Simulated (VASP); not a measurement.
# Rb (Im-3m) in VASP: reference runs, part 2 of 2

VASP 6.6.1. The steps go on from the part before.

### Step 5. Equation of state, PBE, 84.52 Å³/atom (volume scaled by 0.96)

Contents of INCAR:

```
ALGO     = Normal         # electronic algorithm
EDIFF    = 1E-7           # SCF threshold, eV
ENCUT    = 520            # plane-wave cutoff, eV
GGA      = PE             # functional
ISIF     = 2              # what is computed and relaxed
ISMEAR   = -1             # smearing method
LASPH    = T              # aspherical terms in the spheres
LCHARG   = F              # write CHGCAR
LREAL    = F              # projectors in reciprocal space
LWAVE    = F              # write WAVECAR
NBANDS   = 10             # bands
NELM     = 80             # most SCF steps
PREC     = Accurate       # precision mode
SIGMA    = 0.05           # smearing width, eV
```

Contents of KPOINTS:

```
k-points
0
Gamma
  7 7 7
```

Contents of POSCAR:

```
Rb
1.0
   -2.7646237353      2.7646237353      2.7646237353
    2.7646237353     -2.7646237353      2.7646237353
    2.7646237353      2.7646237353     -2.7646237353
Rb
1
Direct
    0.0000000000      0.0000000000      0.0000000000
```

The run is started by

```console
> cat potpaw_PBE.64/Rb_sv/POTCAR > POTCAR
> mpirun -np 1 vasp_std > vasp.out
```

Run time: 25 s. Hardware: 1 thread of Intel Xeon Platinum 8375C at 2.90GHz (Ice Lake), shared host; peak memory 0.2 GiB.

The run converged. Its results:

```yaml
Free_energy: -0.9377 eV
Pressure: 0.2 GPa
Band_gap_on_the_k_mesh: none (metal or under the smearing width)
```

### Step 6. Equation of state, PBE, 86.28 Å³/atom (volume scaled by 0.98)

Contents of INCAR:

```
SYSTEM = Rb
ALGO = Normal
EDIFF = 1E-7
ENCUT = 520
GGA = PE
ISIF = 2
ISMEAR = -1
LASPH = .TRUE.
LCHARG = .FALSE.
LREAL = .FALSE.
LWAVE = .FALSE.
NBANDS = 10
NELM = 80
PREC = Accurate
SIGMA = 0.05
```

Contents of KPOINTS:

```
k-points
0
G
  7 7 7
  0 0 0
```

Contents of POSCAR:

```
Rb
1.0
   -2.7836907084      2.7836907084      2.7836907084
    2.7836907084     -2.7836907084      2.7836907084
    2.7836907084      2.7836907084     -2.7836907084
Rb
1
Direct
    0.0000000000      0.0000000000      0.0000000000
```

Potentials or basis: VASP PAW PBE potentials, release 64 (Rb_sv).

The run is started by

```console
> cat potpaw_PBE.64/Rb_sv/POTCAR > POTCAR
> mpirun -np 1 vasp_std > vasp.out
```

Run time: 23 s. Hardware: 1 thread of Intel Xeon Platinum 8375C at 2.90GHz (Ice Lake), shared host; peak memory 0.19 GiB.

Results (log left out):

```
Free energy            : -0.9398 eV
Pressure               : 0.2 GPa
Band gap on the k mesh : none (metal or under the smearing width)
```

### Step 7. Equation of state, PBE, 89.80 Å³/atom (volume scaled by 1.02)

Contents of INCAR:

```
PREC = Accurate ; ENCUT = 520
EDIFF = 1E-7 ; ISMEAR = -1
SIGMA = 0.05 ; LREAL = False
LASPH = True ; NELM = 80
ALGO = Normal ; ISIF = 2
LWAVE = False ; LCHARG = False
GGA = PE ; NBANDS = 10
```

Contents of KPOINTS:

```
regular mesh
0
Gamma
  7 7 7
```

Contents of POSCAR:

```
Rb
1.0
   -2.8210601435      2.8210601435      2.8210601435
    2.8210601435     -2.8210601435      2.8210601435
    2.8210601435      2.8210601435     -2.8210601435
Rb
1
Direct
    0.0000000000      0.0000000000      0.0000000000
```

The run is started by

```console
> cat potpaw_PBE.64/Rb_sv/POTCAR > POTCAR
> mpirun -np 1 vasp_std > vasp.out
```

Run time: 22 s. Hardware: 1 thread of Intel Xeon Platinum 8375C at 2.90GHz (Ice Lake), shared host; peak memory 0.2 GiB.

Results (log left out):

```yaml
Free_energy: -0.9419 eV
Pressure: 0.0 GPa
Band_gap_on_the_k_mesh: none (metal or under the smearing width)
```

### Step 8. Equation of state, PBE, 91.57 Å³/atom (volume scaled by 1.04)

Contents of INCAR:

```
PREC = Accurate
ENCUT = 520
EDIFF = 1E-7
ISMEAR = -1
SIGMA = 0.05
LREAL = False
LASPH = True
NELM = 100
ALGO = Normal
ISIF = 2
LWAVE = False
LCHARG = False
GGA = PE
NBANDS = 10
```

KPOINTS is that of step 7.

Contents of POSCAR:

```
Rb
1.0
   -2.8393792292      2.8393792292      2.8393792292
    2.8393792292     -2.8393792292      2.8393792292
    2.8393792292      2.8393792292     -2.8393792292
Rb
1
Direct
    0.0000000000      0.0000000000      0.0000000000
```

The run is started by

```console
> cat potpaw_PBE.64/Rb_sv/POTCAR > POTCAR
> mpirun -np 1 vasp_std > vasp.out
```

Run time: 30 s. Hardware: 1 thread of Intel Xeon Platinum 8375C at 2.90GHz (Ice Lake), shared host; peak memory 0.23 GiB.

The run converged. Its results:

```
Free energy            : -0.9420 eV
Pressure               : 0.0 GPa
Band gap on the k mesh : none (metal or under the smearing width)
```

### Step 9. Equation of state, PBE, 93.33 Å³/atom (volume scaled by 1.06)

Contents of INCAR:

```
SYSTEM = Rb
ALGO     = Normal         ! electronic algorithm
EDIFF    = 1E-7           ! SCF threshold, eV
ENCUT    = 520            ! plane-wave cutoff, eV
GGA      = PE             ! functional
ISIF     = 2              ! what is computed and relaxed
ISMEAR   = -1             ! smearing method
LASPH    = .True.         ! aspherical terms in the spheres
LCHARG   = .False.        ! write CHGCAR
LREAL    = .False.        ! projectors in reciprocal space
LWAVE    = .False.        ! write WAVECAR
NBANDS   = 10             ! bands
NELM     = 100            ! most SCF steps
PREC     = Accurate       ! precision mode
SIGMA    = 0.05           ! smearing width, eV
```

Contents of KPOINTS:

```
k-points
0
Gamma
  7 7 7
  0 0 0
```

Contents of POSCAR:

```
Rb
1.0
   -2.8574649348      2.8574649348      2.8574649348
    2.8574649348     -2.8574649348      2.8574649348
    2.8574649348      2.8574649348     -2.8574649348
Rb
1
Direct
    0.0000000000      0.0000000000      0.0000000000
```

Potentials or basis: VASP PAW PBE potentials, release 64 (Rb_sv).

The run is started by

```console
> cat potpaw_PBE.64/Rb_sv/POTCAR > POTCAR
> mpirun -np 1 vasp_std > vasp.out
```

OUTCAR:

```text
SYSTEM = Rb
   EDIFF = 1E-7
   ENCUT = 520
   GGA = PE
   ISIF = 2
   ISMEAR = -1
   LASPH = .True.
   LREAL = .False.
   NELM = 100
   PREC = Accurate

 ion  position               nearest neighbor table
   1  0.000  0.000  0.000-

  LATTYP: Found a body centered cubic cell.
 ALAT       =     5.7149298696

  Lattice vectors:

 A1 = (  -2.8574649348,   2.8574649348,   2.8574649348)
 A2 = (   2.8574649348,  -2.8574649348,   2.8574649348)
[... 433 lines left out ...]
      8       3.0884      0.00000
      9       3.0884      0.00000
     10       5.1702      0.00000

------------------------ aborting loop because EDIFF is reached ----------------------------------------

  FORCE on cell =-STRESS in cart. coord.  units (eV):
  Direction    XX          YY          ZZ          XY          YZ          ZX
  --------------------------------------------------------------------------------------
  -------------------------------------------------------------------------------------
  Total       -0.0410500     -0.0410500     -0.0410500     -0.0000000     -0.0000000     -0.0000000
  in kB       -0.7047275     -0.7047275     -0.7047275     -0.0000000     -0.0000000     -0.0000000
  external PRESSURE =      -0.7047275 kB  Pullay stress =       0.0000000 kB

 VOLUME and BASIS-vectors are now :
 -----------------------------------------------------------------------------
  energy-cutoff  :      520.00
  volume of cell :       93.33
      direct lattice vectors                 reciprocal lattice vectors
    -2.857464935  2.857464935  2.857464935     0.000000000  0.174980275  0.174980275
     2.857464935 -2.857464935  2.857464935     0.174980275  0.000000000  0.174980275
     2.857464935  2.857464935 -2.857464935     0.174980275  0.174980275  0.000000000

 POSITION                                       TOTAL-FORCE (eV/Angst)
 -----------------------------------------------------------------------------------
      0.00000      0.00000      0.00000        -0.000000      0.000000      0.000000
 -----------------------------------------------------------------------------------
    total drift:                               -0.000000      0.000000     -0.000000

  FREE ENERGIE OF THE ION-ELECTRON SYSTEM (eV)
  ---------------------------------------------------
  free  energy   TOTEN  =        -0.9415070795 eV

  energy  without entropy=       -0.9334824094  energy(sigma->0) =       -0.93749474
```

stdout:

```text
POSCAR found type information on POSCAR Rb
 POSCAR found :  1 types and       1 ions
 scaLAPACK will be used
 LDA part: xc-table for (Slater+PW92), standard interpolation
 POSCAR, INCAR and KPOINTS ok, starting setup
 FFT: planning ... GRIDC
 FFT: planning ... GRID_SOFT
 FFT: planning ... GRID
 WAVECAR not read
 entering main loop
```

It took 27 s on 1 thread of Intel Xeon Platinum 8375C at 2.90GHz (Ice Lake), shared host; peak memory 0.23 GiB.

Results:

```yaml
Free_energy: -0.9415 eV
Pressure: -0.1 GPa
Band_gap_on_the_k_mesh: none (metal or under the smearing width)
```

### Step 10. Equation of state, PBE

Potentials or basis: VASP PAW PBE potentials, release 64 (Rb_sv).

No new run: the results of the series are fitted here.

What came out:

```
Equilibrium volume                      : 90.91 Å³/atom
Bulk modulus                            : 2.8 GPa
Pressure derivative of the bulk modulus : 3.8
```

Energy against volume, from the lowest point:
```
volume (Å³/atom)  energy (meV/atom)
          82.761               7.32
          84.522               4.33
          86.283               2.18
          88.043               0.79
          89.804               0.08
          91.565               0.00
          93.326               0.49
```

PBE usually gives volumes a little too large and moduli too small. Zero-point motion and thermal expansion aren't in these numbers.

### Step 11. Summary

| task | cell | gap on the mesh (eV) | pressure (GPa) |
| --- | --- | --- | --- |
| single point | as given | none | 0.1 |
| single point | cell strained at random at fixed volume | none | 0.1 |
| equation of state | as given | - | - |

Alike in all rows: level PBE; potentials or basis VASP PAW PBE potentials, release 64 (Rb_sv); no spin polarisation; k mesh 7 × 7 × 7; cutoff (eV) 520; smearing fermi-dirac 0.05 eV.

Total energies depend on the potentials used, so only differences within one code and one set of settings carry meaning.
